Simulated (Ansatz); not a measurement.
# Optical response of Te2Pt (Moncheite), part 2 of 2

Aim: the dielectric function of Te2Pt (Moncheite), and the optical constants that follow from it. The cell comes from an older database entry, whose edges can differ from later determinations, mostly by under a per cent.

Ansatz 0.2.0; DFT, PBE, plane-wave PAW, default files, scalar-relativistic, independent-particle optical response without local fields.

So far. Step 2 (Ground state and bands): There are states at the Fermi level within the smearing, so the occupations stay smeared and the carriers get a Drude term. The cell is left with a pressure of 8.7 GPa and forces up to 0.98 eV/Å, as it stands unrelaxed at this level.

The database entry behind the starting cell differs from later determinations by our own check (about 0.4 % short, ideal inner coordinate), so it need not match the best structure at ambient conditions.

## Step 3: Spectrum (continued)

The Im ε has structure finer than the step of the table below, so its rows give means over 0.5 eV, whole bins alone (the curve runs from 0.3 to 20 eV). Peaks (eV: height): E ∥ x or y 0.80: 55.3; E ∥ z 0.75: 32.4, 2.25: 27.9, 4.55: 9.64.

Im ε against photon energy; means over each step:

```csv
photon energy (eV),E ∥ x or y,E ∥ z
1.0,45.3,24.6
1.5,37.9,19.9
2.0,29.7,25.7
2.5,18.7,21.7
3.0,10.3,12.4
3.5,7.31,8.87
4.0,7.16,5.63
4.5,7.95,8.51
5.0,6.83,7.16
5.5,6.82,6.16
6.0,7.43,5.83
6.5,6.72,4.98
7.0,6.52,3.36
7.5,4.92,3.19
8.0,3.54,4.01
8.5,3.11,4.51
9.0,3.22,4.14
9.5,3.47,4.29
10.0,3.87,3.52
10.5,3.28,3.11
11.0,2.79,2.82
11.5,2.36,2.67
12.0,2.06,2.27
12.5,1.90,2.08
13.0,1.74,2.07
13.5,1.45,1.88
14.0,1.41,1.68
14.5,1.28,1.54
15.0,1.11,1.40
15.5,1.03,1.25
16.0,0.962,1.22
16.5,0.869,1.10
17.0,0.713,0.916
17.5,0.677,0.851
18.0,0.619,0.730
18.5,0.541,0.693
19.0,0.512,0.632
19.5,0.505,0.606
```

Re ε against photon energy:

```csv
photon energy (eV),E ∥ x or y,E ∥ z
1,0.945,-0.936
2,-7.79,7.14
3,-7.22,-5.14
4,-0.123,-0.934
5,-0.272,-1.10
6,0.0679,-0.880
7,-1.82,-0.934
8,-1.84,1.10
9,-0.289,0.492
10,-0.830,-0.965
11,-1.52,-0.787
12,-1.22,-0.825
13,-1.06,-0.561
14,-0.747,-0.616
15,-0.617,-0.598
16,-0.444,-0.370
17,-0.304,-0.285
18,-0.125,-0.137
19,0.0439,9.8e-4
20,0.155,0.115
```

Reflectivity at normal incidence against photon energy; read off at these points:

```csv
photon energy (eV),E ∥ x or y (%),E ∥ z (%)
0.50,69.9,80.8
0.85,67.3,62.0
1.00,65.2,56.6
1.50,62.6,48.2
2.00,64.7,54.0
2.40,67.3,60.7
2.50,66.7,59.7
3.00,61.3,55.9
3.50,50.0,51.4
4.00,36.9,36.0
4.50,40.4,38.6
4.75,40.3,42.7
5.00,36.4,39.9
5.50,35.6,37.2
6.00,37.4,37.1
6.50,41.0,40.1
7.00,42.6,32.9
7.50,46.5,21.5
7.65,47.7,20.8
8.00,41.4,22.5
8.50,36.2,30.0
9.00,27.1,25.8
9.50,29.3,33.9
10.00,33.2,33.5
10.50,37.3,31.7
11.00,39.4,30.9
11.50,37.6,31.9
12.00,37.8,31.4
12.50,34.1,26.9
13.00,37.0,27.7
13.50,34.9,29.6
14.00,33.3,29.1
14.50,34.4,27.5
15.00,33.1,29.9
15.50,30.5,25.2
16.00,30.0,25.7
16.50,30.1,27.2
17.00,29.5,25.8
17.50,25.4,26.6
18.00,23.6,22.6
18.50,22.9,20.7
19.00,17.7,18.3
19.50,14.0,15.1
20.00,13.3,14.5
```

Values under 1 per cm are given as 1. Absorption coefficient against photon energy:

```csv
photon energy (eV),E ∥ x or y (1/cm),E ∥ z (1/cm)
0.500,2.6e5,3.0e5
1.000,4.7e5,3.5e5
1.500,6.4e5,3.7e5
2.000,8.8e5,6.3e5
2.500,1.0e6,9.3e5
3.000,9.5e5,9.2e5
3.500,8.5e5,9.3e5
4.000,7.7e5,7.1e5
4.500,9.5e5,9.2e5
5.000,9.4e5,1.0e6
5.500,1.0e6,1.0e6
6.000,1.2e6,1.1e6
6.500,1.3e6,1.2e6
7.000,1.5e6,1.0e6
7.500,1.6e6,8.8e5
8.000,1.4e6,9.9e5
8.500,1.3e6,1.3e6
9.000,1.2e6,1.2e6
9.500,1.3e6,1.6e6
10.000,1.6e6,1.5e6
10.500,1.7e6,1.5e6
11.000,1.7e6,1.5e6
11.500,1.6e6,1.6e6
12.000,1.6e6,1.6e6
12.500,1.6e6,1.5e6
13.000,1.6e6,1.5e6
13.500,1.5e6,1.6e6
14.000,1.5e6,1.6e6
14.500,1.5e6,1.5e6
15.000,1.5e6,1.6e6
15.500,1.4e6,1.4e6
16.000,1.4e6,1.5e6
16.500,1.4e6,1.5e6
17.000,1.3e6,1.3e6
17.500,1.2e6,1.4e6
18.000,1.1e6,1.2e6
18.500,1.0e6,1.2e6
19.000,9.4e5,1.1e6
19.500,8.7e5,1.0e6
20.000,8.8e5,9.9e5
```

The loss function −Im 1/ε at q → 0 by energy loss; read off at these points:

```csv
energy loss (eV),E ∥ x or y,E ∥ z
0.50,0.0245,0.0166
1.00,0.0228,0.0435
1.50,0.0253,0.0409
2.00,0.0320,0.0364
2.50,0.0401,0.0453
3.00,0.0658,0.0706
3.50,0.112,0.0938
4.00,0.141,0.189
4.50,0.122,0.103
5.00,0.150,0.141
5.50,0.148,0.160
6.00,0.132,0.167
6.50,0.145,0.178
7.00,0.138,0.283
7.50,0.156,0.320
8.00,0.227,0.235
8.50,0.280,0.213
9.00,0.310,0.238
9.50,0.288,0.225
10.00,0.239,0.266
10.50,0.263,0.303
11.00,0.277,0.337
11.50,0.326,0.337
12.00,0.359,0.387
12.50,0.421,0.455
13.00,0.420,0.450
13.50,0.526,0.474
14.00,0.556,0.522
14.50,0.586,0.589
15.00,0.690,0.602
15.50,0.803,0.741
16.00,0.859,0.750
16.50,0.930,0.788
17.00,1.20,1.02
17.50,1.35,1.03
18.00,1.54,1.32
18.50,1.84,1.41
18.70,1.97,1.52
19.00,1.92,1.57
19.50,1.85,1.61
20.00,1.80,1.67
```

Optical constants at common wavelengths, from n + ik = √ε:

```csv
wavelength (nm),n xy,k xy,R (%) xy,1/α xy,n z,k z,R (%) z,1/α z
800,4.56,4.331,63.3,15 nm,4.05,2.466,48.7,26 nm
532,2.73,4.308,66.4,9.8 nm,3.44,3.848,60.2,11 nm
450,1.84,3.618,65.2,9.9 nm,2.31,3.471,59.9,10 nm
405,1.58,3.016,59.9,11 nm,1.96,2.927,54.8,11 nm
365,1.51,2.544,52.6,11 nm,1.84,2.661,51.4,11 nm
248,1.79,1.861,36.4,11 nm,1.72,2.014,39.9,9.8 nm
193,1.66,2.067,41.5,7.4 nm,1.42,1.879,39.5,8.2 nm
```

A polished face would reflect 63 % of daylight and look light grey (CIE x = 0.309, y = 0.330 under D65).

## Step 4: Summary of results

```
gap on the path                                              : 0 eV
main peak of the optical conductivity above 1 eV, first axis : 1.71 eV
Drude plasma energy, first axis                              : 4.33 eV
```

What this shows: At this level (PBE, independent particles) Te2Pt is a metal with a Drude plasma energy of 4.3 eV along x, 4.3 eV along y and 4.0 eV along z; it reflects 65 % at 550 nm for E ∥ x. Along x the bare Drude plasma energy is 4.3 eV; Re ε first rises through zero at 0.56 eV, far lower, because interband transitions screen the carriers. Im ε is 38 there, so the loss peak at that energy is weak. A polished face would reflect 63 % of daylight and look light grey (CIE x = 0.309, y = 0.330 under D65). In the base run ε includes the program's bounded estimate of what the bands above those summed add. The carriers' damping of 0.05 eV is typed, not computed; at 0.8 eV the carriers give 3 % of Im ε along the first axis; the rest comes from the sum over bands, which at low energy also holds close bands and the noise of the mesh. Spin-orbit coupling is left out although heavy atoms are present. The Fermi-Dirac width of 0.05 eV acts as an electron temperature of 580 K in the carriers' term. Besides steps told in other documents, this task had 1 step that ran out of time; those not told in a step above aren't shown.

[Logs are printed without paths, hosts, clocks, repeated set-up lines and the standing remarks that a program may print on its own settings, such as how far it seeks lower states.]

[Hosts, paths, dates, database ids (printed as entryN), source tags and the programs' standing remarks are cut or masked in the printed files.]
